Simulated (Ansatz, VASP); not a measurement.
## In: VASP beside Ansatz

Contents of INCAR:

```
ALGO     = Fast           # electronic algorithm
EDIFF    = 1E-7           # SCF threshold, eV
ENCUT    = 520            # plane-wave cutoff, eV
GGA      = PS             # functional
ISIF     = 2              # what is computed and relaxed
ISMEAR   = 0              # smearing method
LASPH    = T              # aspherical terms in the spheres
LCHARG   = F              # write CHGCAR
LREAL    = F              # projectors in reciprocal space
LWAVE    = F              # write WAVECAR
NBANDS   = 12             # bands
NELM     = 80             # most SCF steps
PREC     = Accurate       # precision mode
SIGMA    = 0.1            # smearing width, eV
```

KPOINTS

```
k-points
0
Gamma
  8 8 8
```

File POSCAR:

```
In
1.0
    0.0000000000      2.2355732838      2.2355732838
    2.2355732838      0.0000000000      2.2355732838
    2.2355732838      2.2355732838      0.0000000000
In
1
Direct
    0.0000000000      0.0000000000      0.0000000000
```

Input for Ansatz:

```yaml
crystal:
  lattice:
    - [0.0, 2.2355732838, 2.2355732838]
    - [2.2355732838, 0.0, 2.2355732838]
    - [2.2355732838, 2.2355732838, 0.0]
  atoms:
    - { symbol: In, position: [0.0, 0.0, 0.0] }
basis:
  ecutwfc: 420
kpoints:
  mp_grid: { grid: [8, 8, 8] }
hamiltonian:
  xc: pbesol
scf:
  occupations: { method: gaussian, width: 0.1 }
output:
  forces: true
  stress: true
  eigenvalues: true
```

Alike in both runs: task single point; functional PBEsol; k mesh 8 × 8 × 8; occupations gaussian, width 0.1 eV; no spin polarisation.

|  | VASP | Ansatz |
| --- | --- | --- |
| version | VASP 6.6.1 | Ansatz 0.2.0 |
| potentials or method | VASP PAW PBE potentials, release 64 (In_d) | scalar-relativistic, plane waves, PAW |
| plane-wave cutoff (eV) | 520 | 420 |
| valence electrons in the cell | 13 | 13 |

|  | VASP | Ansatz | Ansatz less VASP |
| --- | --- | --- | --- |
| gap on the k mesh at the Fermi level (eV) | none | none | - |
| pressure (GPa) | 8.8 | 8.8 | -0.01 |

A gap of «none» marks a metal or a gap that the smearing closes. The functional is the same, so the differences come from potentials, cutoffs and numerics.

Caveats: the PAW data sets were made with another functional, which shifts forces and pressure a little (VASP).
